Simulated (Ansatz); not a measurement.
# How BaHfO3 absorbs and reflects light, part 2 of 2

What colour and refractive index does BaHfO3 have at this level of theory?

Ansatz 0.2.0; DFT, PBE, plane-wave PAW, default files, scalar-relativistic, independent-particle optical response without local fields.

So far, electronic dielectric constant ε∞, mean over x, y and z (by symmetry where fewer were run): step 3 (spectrum) 4.83.

**4. Static response with local fields**

Perturbation theory gives the static response with local fields and the functional's kernel, and it needs no empty bands.

This step: DFT, PBE, plane-wave PAW, default files, scalar-relativistic, static field response by perturbation theory with local fields (Ansatz 0.2.0).

Input file input.yaml:

```yaml
crystal:
  lattice:
    - [4.1695667999, 0.0, 0.0]
    - [0.0, 4.1695667999, 0.0]
    - [0.0, 0.0, 4.1703766343]
  atoms:
    - { symbol: Hf, position: [0.0, 0.0, 0.49787533] }
    - { symbol: Ba, position: [0.5, 0.5, 0.99642496] }
    - { symbol: O, position: [0.0, 0.0, 0.99794122] }
    - { symbol: O, position: [0.5, 0.0, 0.49889014] }
    - { symbol: O, position: [0.0, 0.5, 0.49889014] }
kpoints:
  mp_grid: { grid: [6, 6, 6] }
scf:
  occupations: { method: fixed }
hamiltonian:
  xc: pbe
  pseudopotentials: { kind: paw }
dielectric: {}
```

On the command line:

```bash
ansatz run input.yaml --threads 4 --pin off --max-ram 8192MiB --backend cpu --events-out ev --progress --plain --runs-dir out
```

Numbers of over 12 decimals in the logs are rounded to 6 here.

The log of the run:

```text
[...]
Crystal: 5 atoms, lattice volume = 72.503 Å³
Basis set: ecut = 420 eV, 1365 PW (Γ), exchange–correlation on 60×60×60 points (8 copies of the dense FFT grid, shifted against one another)
Bands: 33, of which v1, the nominal top of the filled ones, is band 27 counted from 1 (26 counted from 0)
Symmetry: 8 space group operations
k-points: 80 of 216 (irreducible under 2 space group operations, time reversal used)
[...]
SCF iter   1: F=—  HF=-23382.403600 eV  |F-HF|=—  |Δ(HF+E_count)|=         —  Δρ=9.32e-4  dr2=1.70e-4  ethr=1.77e-3  ⟨swp⟩=4.5  Hψ=9346  notcnv=0  defer=221
[...]
SCF iter  10: F=-23382.404399 eV  HF=-23382.404399 eV  |F-HF|=1.09e-11  |Δ(HF+E_count)|=  4.73e-11  Δρ=5.41e-8  dr2=1.62e-12  ethr=1.00e-12  ⟨swp⟩=1.2  Hψ=6879  notcnv=0
SCF 1 converged in 10 iterations: F = -23382.404399 eV  dr2 = 1.62e-12
[...]
DFPT response loops at Γ: preconditioner auto → none (the input reference at scf.mixing.eps_inf says where Resta's filter doesn't serve); β = 0.50; Broyden in place of MSR1
── the response to a field inside a basis, on 6×6×6 k-points: an SCF that follows is theirs, and a resumed run solves both again ──
Bands: 28, of which v1, the nominal top of the filled ones, is band 27 counted from 1 (26 counted from 0)
k-points: 18 of 216 (time reversal used)
[...]
Eigensolver: Dense (18 Hₖ)
SCF iter   1: F=—  HF=-23382.392261 eV  |F-HF|=—  |Δ(HF+E_count)|=         —  Δρ=4.84e-4  dr2=2.93e-5  ethr=1.00e-1
[...]
SCF iter   4: F=-23382.392266 eV  HF=-23382.392266 eV  |F-HF|=1.15e-8  |Δ(HF+E_count)|=   1.01e-6  Δρ=7.87e-6  dr2=2.72e-8  ethr=3.27e-9
SCF 1 converged in 4 iterations: F = -23382.392266 eV  dr2 = 2.72e-8
[...]
SCF converged after 10 iterations
Free energy (F): -23382.404399 eV
[...]
Internal energy: -23382.404399 eV  (E = F + TS)
E sigma→0 (E₀):  -23382.404399 eV
Fermi energy:    11.616596 eV
[...]
--- Band table (eV; the first three rows and the last of 80) ---
  k-point 0: bands = [... 23 lower, 10.6588, 11.5166, 11.5171, 11.5171, 15.2920, 15.2920, 15.2928, 16.4148, ... 2 higher]
  k-point 1: bands = [... 23 lower, 10.4731, 10.8586, 11.4101, 11.4101, 15.3932, 15.9243, 15.9243, 16.8374, ... 2 higher]
  k-point 2: bands = [... 23 lower, 10.1150, 10.1508, 11.2634, 11.2634, 15.6247, 17.2328, 17.2328, 17.7214, ... 2 higher]
  k-point 79: bands = [... 23 lower, 9.1567, 11.6164, 11.6164, 11.6166, 17.7633, 17.7633, 17.7643, 19.4981, ... 2 higher]
--- Dielectric response (ions clamped): 3 representative field directions + reference, inside a basis on a mesh of 216 k-points (Σ response iterations 18) ---
  ε∞ (high-frequency dielectric tensor):
        4.678692     0.000000    -0.000000
        0.000000     4.678692     0.000000
       -0.000000     0.000000     4.678530
  Born effective charges Z* (e; rows j = field, columns β = displacement):
    site 0:
         5.82916    0.00000   -0.00000
         0.00000    5.82916    0.00000
        -0.00000    0.00000    5.82664
    site 1:
         2.77412    0.00000   -0.00000
         0.00000    2.77412    0.00000
        -0.00000    0.00000    2.77418
    site 2:
        -2.01265    0.00000   -0.00000
         0.00000   -2.01265    0.00000
         0.00000    0.00000   -4.57486
    site 3:
        -4.57790    0.00000    0.00000
         0.00000   -2.01274    0.00000
         0.00000    0.00000   -2.01298
    site 4:
        -2.01274    0.00000   -0.00000
         0.00000   -4.57790    0.00000
         0.00000    0.00000   -2.01298
  Z* charge neutrality: 1.039e-2 e pre-enforcement
  solved inside a basis spanned on kpoints, on 6×6×6 k-points, its susceptibility summed on 10×10×10: ε∞ is read to err by 1.4e-2, Z* by 3.1e-2 e (field_mesh: kpoints solves on kpoints); Z* is corrected for what the basis lacks
```

Wall time 35 s (4 threads of Arm Neoverse V2, shared host); peak memory 1 GiB; 2.2 min of CPU time.

This step gave:

```
electronic dielectric constant ε∞, mean over x, y and z (by symmetry where fewer were run) : 4.679
```

ε∞ with local fields:

```
4.68 0.00 0.00
0.00 4.68 0.00
0.00 0.00 4.68
```

Diagonal elements. Born, by row:

| atom | Z*xx (e) | Z*yy (e) | Z*zz (e) |
| --- | --- | --- | --- |
| Hf1 | 5.829 | 5.829 | 5.827 |
| Ba2 | 2.774 | 2.774 | 2.774 |
| O3 | -2.013 | -2.013 | -4.575 |
| O4 | -4.578 | -2.013 | -2.013 |
| O5 | -2.013 | -4.578 | -2.013 |

Mean Born charges are Hf +5.83, Ba +2.77 and O -2.87, against formal valences of +4, +2 and -2. That of Hf exceeds its valence by 46 %, the mark of charge moving along hybridised bonds as the atoms shift.

**5. Summary of results**

```yaml
gap_on_the_path: 3.68 eV
least_direct_gap_on_the_path: 3.77 eV
electronic_dielectric_constant_eps_infinity_mean_over_x_y_and_z_by_symmetry_where_fewer_were_run_independent_particles: 4.83
absorption_onset_first_axis_alpha_over_1e4_cm_minus1_or_the_direct_gap_if_that_lies_higher: 3.83 eV
main_peak_of_im_epsilon_first_axis: 6.68 eV
centre_of_weight_of_the_strongest_loss_peak_in_the_window_first_axis: 13.0 eV
electronic_dielectric_constant_eps_infinity_mean_over_x_y_and_z_by_symmetry_where_fewer_were_run_static_response_with_local_fields: 4.68
```

In words: At this level (PBE, independent particles) BaHfO3 has ε∞ = 4.83 (4.68 with local fields) and n = 2.21 at 1550 nm; absorption sets in near 3.8 eV, and Im ε peaks at 6.7 eV. The gap is indirect (3.68 eV), so absorption without phonons can begin only at the direct gap of 3.77 eV. The absorption coefficient passes 10⁴ cm⁻¹ at 3.83 eV, in the ultraviolet, so the visible is passed. The strongest loss structure up to 20 eV has its centre of weight at 13.0 eV; a free-electron gas of the 30.9 electrons in the f-sum would put its plasmon at 24.2 eV. Distinct maxima of Im ε, read by a parabola through the highest points, lie at 6.68 eV (9.0), 7.99 eV (4.5), 9.61 eV (5.2) and 10.48 eV (6.3). The f-sum over the summed bands holds 30.9 of the cell's 54 electrons outside the frozen cores, 20 of which lie in bands more than 12 eV below the Fermi level, whose transitions come at higher energies. Up to 20 eV the strength has a mean oscillator energy of 10.2 eV, well above the main peak, so higher transitions carry much of it. Through 1 µm of it, D65 light comes out colourless, dimmed by reflection (x = 0.314, y = 0.331; 74 % transmitted). With local fields and the functional's kernel the static response is 4.68 against 4.83 for independent particles (-3 %). In the base spectrum excitons and phonon-assisted transitions are missing, and so are local fields; PBE gaps are as a rule too small, which pulls the onset down and ε∞ up. In the base run ε includes the program's bounded estimate of what the bands above those summed add. Spin-orbit coupling is left out although heavy atoms are present.

[Logs are printed without paths, hosts, clocks, repeated set-up lines and the standing remarks that a program may print on its own settings, such as how far it seeks lower states.]

[Hosts, paths, dates, database ids (printed as entryN), source tags and the programs' standing remarks are cut or masked in the printed files.]
